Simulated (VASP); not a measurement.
# MgO (P-6m2) in VASP: a series of runs

Runs on MgO. Level: PBE. Tasks: single point.

Program: VASP 6.6.1. These are calculated values, not measurements. Logs are shortened: lines on timing, memory, paths and dates and some standing lists are left out, and cuts for length are marked.

### Step 1. Starting point

It takes space group P-6m2 (No. 187, hexagonal). The conventional cell has a = 2.938 Å, b = 2.938 Å, c = 2.680 Å, α = 90.00°, β = 90.00°, γ = 120.00°. Mg (site symmetry -6m2) has 6 O at 2.16 Å as nearest neighbours. Around O (site symmetry -6m2) lie 6 Mg at 2.16 Å.

Measurements of this composition are mostly on another form, of space group No. 225.

### Step 2. Single point, PBE

The input, INCAR:

```
ADDGRID = False
ALGO = Normal
EDIFF = 1E-7
ENCUT = 900
GGA = PE
ISIF = 2
ISMEAR = 0
LASPH = True
LCHARG = False
LREAL = Auto
LWAVE = False
NELM = 100
PREC = Accurate
SIGMA = 0.05
```

The input, KPOINTS:

```
k-points
0
Gamma
  11 11 10
```

The input, POSCAR:

```
MgO
1.0
    2.9380209034      0.0000000000      0.0000000000
   -1.4690104517      2.5444007392      0.0000000000
    0.0000000000      0.0000000000      2.6796800000
Mg O
1 1
Direct
   -0.0050010000     -0.0013850000      0.0023980000
    0.2972290000      0.6917140000      0.5132270000
```

Potentials or basis: VASP PAW PBE potentials, release 64 (Mg, O_h).

Launch:

```console
$ cat potpaw_PBE.64/Mg/POTCAR potpaw_PBE.64/O_h/POTCAR > POTCAR
$ mpirun -np 1 vasp_std > vasp.out
```

OUTCAR:

```text
EDIFF = 1E-7
   ENCUT = 900
   GGA = PE
   ISIF = 2
   ISMEAR = 0
   LASPH = True
   LREAL = Auto
   NELM = 100
   PREC = Accurate

 Found    606 irreducible k-points:

 Following reciprocal coordinates:
            Coordinates               Weight
  0.000000  0.000000  0.000000      1.000000
  0.090909  0.000000  0.000000      2.000000
  0.000000  0.090909  0.000000      2.000000
 -0.090909  0.090909  0.000000      2.000000
  0.181818  0.000000  0.000000      2.000000
  0.000000  0.181818  0.000000      2.000000
   k-points           NKPTS =    606   k-points in BZ     NKDIM =    606   number of bands    NBANDS=      8
   number of dos      NEDOS =    301   number of ions     NIONS =      2
   total plane-waves  NPLWV =  25200
   dimension x,y,z NGX =    30 NGY =   30 NGZ =   28
   dimension x,y,z NGXF=    60 NGYF=   60 NGZF=   56
   ions per type =               1   1
   NGX,Y,Z   is equivalent  to a cutoff of  16.98, 16.98, 17.37 a.u.
   NGXF,Y,Z  is equivalent  to a cutoff of  33.95, 33.95, 34.74 a.u.
 SYSTEM =  unknown system
   PREC   = accura    normal or accurate (medium, high low for compatibility)
   ISTART =      0    job   : 0-new  1-cont  2-samecut
   ICHARG =      2    charge: 1-file 2-atom 10-const
   ISPIN  =      1    spin polarized calculation?
   LNONCOLLINEAR =      F non collinear calculations
   LSORBIT =      F    spin-orbit coupling
   LASPH  =      T    aspherical Exc in radial PAW
   ENCUT  =  900.0 eV  66.15 Ry    8.13 a.u.   7.19  7.19  6.55*2*pi/ulx,y,z
   NELM   =    100;   NELMIN=  2; NELMDL= -5     # of ELM steps
   EDIFF  = 0.1E-06   stopping-criterion for ELM
   LREAL  =      T    real-space projection
   EDIFFG = 0.1E-05   stopping-criterion for IOM
   NSW    =      0    number of steps for IOM
   IBRION =     -1    ionic relax: 0-MD 1-quasi-New 2-CG
   NFREE  =      0    steps in history (QN), initial steepest desc. (CG)
   ISIF   =      2    stress and relaxation
   ISYM   =      2    0-nonsym 1-usesym 2-fastsym
   POTIM  = 0.5000    time-step for ionic-motion
   TEBEG  =    0.0;   TEEND  =   0.0 temperature during run
   PSTRESS=    0.0 pullay stress
   NELECT =       8.0000    total number of electrons
   NUPDOWN=      -1.0000    fix difference up-down
   EMIN   =  10.00;   EMAX   =-10.00  energy-range for DOS
   EFERMI =   0.00;   METHOD = LEGACY
   ISMEAR =     0;   SIGMA  =   0.05  broadening in eV -4-tet -1-fermi 0-gaus
   EFERMI_NEDOS =   21; number of points for ismear=-14 and -15
   IALGO  =     38    algorithm
   IMIX   =      4    mixing-type and parameters
     AMIX     =   0.40;   BMIX     =  1.00
     AMIX_MAG =   1.60;   BMIX_MAG =  1.00
  volume/ion in A,a.u.               =      10.02        67.59
  Fermi-wavevector in a.u.,A,eV,Ry     =   1.205583  2.278221 19.775115  1.453430
  Thomas-Fermi vector in A             =   2.341275
   LORBIT       =      0    0 simple, 1 ext, 2 COOP (PROOUT), +10 PAW based schemes
   GGA     = PE    functional components
   LHFCALC =     F    Hartree Fock is set to
   AEXX    =    0.0000 exact exchange contribution
   IVDW    =     0    specifies the selected vdW correction
   LEPSILON=     F    determine dielectric tensor
   LRPA    =     F    only Hartree local field effects (RPA)
 non-spin polarized calculation
 Gauss-broadening in eV      SIGMA  =   0.05
  energy-cutoff  :      900.00
  volume of cell :       20.03
 maximum number of plane-waves:      1242
 NGX is ok and might be reduce to    30
   NGX = 15   NGY = 15   NGZ = 13

 number of electron       8.0000000 magnetization

 Free energy of the ion-electron system (eV)
  ---------------------------------------------------
  ext. energy  EPLUGINS =         0.00000000
  ---------------------------------------------------
  free energy    TOTEN  =       -11.19326839 eV

  energy without entropy =      -11.19326839  energy(sigma->0) =      -11.19326839

 E-fermi :   4.0415     XC(G=0): -10.7313

 val. band max:        3.7371903998   @ k =   0.0000   0.0000   0.5000
 cond. band min:       6.6604139907   @ k =   0.0000   0.0000   0.0000
 fundamental gap:      2.9232235909
 Fermi energy:         4.0414857494

 k-point     1 :       0.0000    0.0000    0.0000
  band No.  band energies     occupation
      1     -13.7590      2.00000
      2       2.9942      2.00000
      3       3.1592      2.00000
      4       3.2567      2.00000
      5       6.6604      0.00000
      6      15.5635      0.00000
      7      19.0996      0.00000
      8      19.4489      0.00000

 k-point     2 :       0.0909    0.0000    0.0000
  band No.  band energies     occupation
      1     -13.6874      2.00000
      2       2.5382      2.00000
      3       2.9810      2.00000
      4       3.2843      2.00000
      5       7.2133      0.00000
      6      15.5730      0.00000
      7      18.3677      0.00000
      8      19.5638      0.00000

 k-point     3 :       0.0000    0.0909    0.0000
  band No.  band energies     occupation
      1     -13.6873      2.00000
      2       2.5305      2.00000
      3       2.9902      2.00000
      4       3.2841      2.00000
      5       7.2107      0.00000
      6      15.5771      0.00000
      7      18.3360      0.00000
      8      19.5959      0.00000

 k-point     4 :      -0.0909    0.0909    0.0000
  band No.  band energies     occupation
      1     -13.6861      2.00000
      2       2.4472      2.00000
      3       3.0975      2.00000
      4       3.2808      2.00000
      5       7.1698      0.00000
      6      15.6005      0.00000
      7      18.2231      0.00000
      8      19.6572      0.00000

 k-point     5 :       0.1818    0.0000    0.0000
  band No.  band energies     occupation
      1     -13.4885      2.00000
      2       1.4184      2.00000
      3       2.8103      2.00000
      4       3.3588      2.00000
      5       8.2931      0.00000
      6      15.2236      0.00000
      7      17.6048      0.00000
      8      20.0542      0.00000

 k-point     6 :       0.0000    0.1818    0.0000
  band No.  band energies     occupation
      1     -13.4881      2.00000
      2       1.4129      2.00000
      3       2.8187      2.00000
      4       3.3579      2.00000
      5       8.2857      0.00000
      6      15.2309      0.00000
      7      17.5778      0.00000
      8      20.0813      0.00000

 [... further k-points ...]

------------------------ aborting loop because EDIFF is reached ----------------------------------------

  FORCE on cell =-STRESS in cart. coord.  units (eV):
  Direction    XX          YY          ZZ          XY          YZ          ZX
  --------------------------------------------------------------------------------------
  -------------------------------------------------------------------------------------
  Total        0.0725089     -0.0186188      0.1337156     -0.0693468      0.0578676     -0.1045356
  in kB        5.7993398     -1.4891548     10.6947183     -5.5464309      4.6283115     -8.3608681
  external PRESSURE =       5.0016344 kB  Pullay stress =       0.0000000 kB

 VOLUME and BASIS-vectors are now :
 -----------------------------------------------------------------------------
  energy-cutoff  :      900.00
  volume of cell :       20.03
      direct lattice vectors                 reciprocal lattice vectors
     2.938020903  0.000000000  0.000000000     0.340365175  0.196509926  0.000000000
    -1.469010452  2.544400739  0.000000000     0.000000000  0.393019851  0.000000000
     0.000000000  0.000000000  2.679680000     0.000000000  0.000000000  0.373178887

 POSITION                                       TOTAL-FORCE (eV/Angst)
 -----------------------------------------------------------------------------------
      1.45635      2.54088      0.00643        -0.575155      0.317270      0.125609
     -0.14287      1.76000      1.37528         0.575155     -0.317270     -0.125609
 -----------------------------------------------------------------------------------
    total drift:                               -0.000323      0.003963     -0.001107

  FREE ENERGIE OF THE ION-ELECTRON SYSTEM (eV)
  ---------------------------------------------------
  free  energy   TOTEN  =       -11.1932683860 eV

  energy  without entropy=      -11.1932683860  energy(sigma->0) =      -11.19326839
```

Wall time 4.6 min (1 thread of AMD EPYC 7R13 (Zen 3), shared host); peak memory 0.24 GiB.

These settings aren't checked as converged: the numbers below hold their error.

What came out:

| Quantity | Value |
| --- | --- |
| Free energy | -11.1933 eV |
| Pressure | 0.5 GPa |
| Largest force | 0.669 eV/Å |
| Band gap on the k mesh | 2.92 eV, indirect (least direct gap 3.40 eV) |

Caveat: the cutoff is under 1.25 times the usual one of these potentials, so pressure, stress and relaxed cells hold a basis-set (Pulay) error; an odd mesh through Γ misses points on the zone boundary, where band edges often lie.

### Step 3. Single point, PBE

The input, INCAR:

```
ADDGRID = False
ALGO = Normal
EDIFF = 1E-5
ENCUT = 900
GGA = PE
ISIF = 2
ISMEAR = 0
LASPH = True
LCHARG = False
LREAL = False
LWAVE = False
NELM = 100
PREC = Accurate
SIGMA = 0.05
```

KPOINTS is that of step 2.

The input, POSCAR:

```
MgO
1.0
    2.9380209034      0.0000000000      0.0000000000
   -1.4690104517      2.5444007392      0.0000000000
    0.0000000000      0.0000000000      2.6796800000
Mg O
1 1
Direct
    0.0000000000      0.0000000000      0.0000000000
    0.3333333333      0.6666666667      0.5000000000
```

Potentials or basis: VASP PAW PBE potentials, release 64 (Mg, O_h).

Launch:

```console
$ cat potpaw_PBE.64/Mg/POTCAR potpaw_PBE.64/O_h/POTCAR > POTCAR
$ mpirun -np 1 vasp_std > vasp.out
```

Wall time 22 s (1 thread of AMD EPYC 7R13 (Zen 3), shared host); peak memory 0.17 GiB.

The run converged, but some of its settings lie outside the range that counts as converged, so its numbers aren't taken as properties of the crystal.

What came out:

* Free energy: -11.2378 eV
* Pressure: -1.1 GPa
* Band gap on the k mesh: 3.00 eV, indirect (least direct gap 3.40 eV)

Caveat: the cutoff is under 1.25 times the usual one of these potentials, so pressure, stress and relaxed cells hold a basis-set (Pulay) error; an odd mesh through Γ misses points on the zone boundary, where band edges often lie.

(Continued in part 2 of 2.)
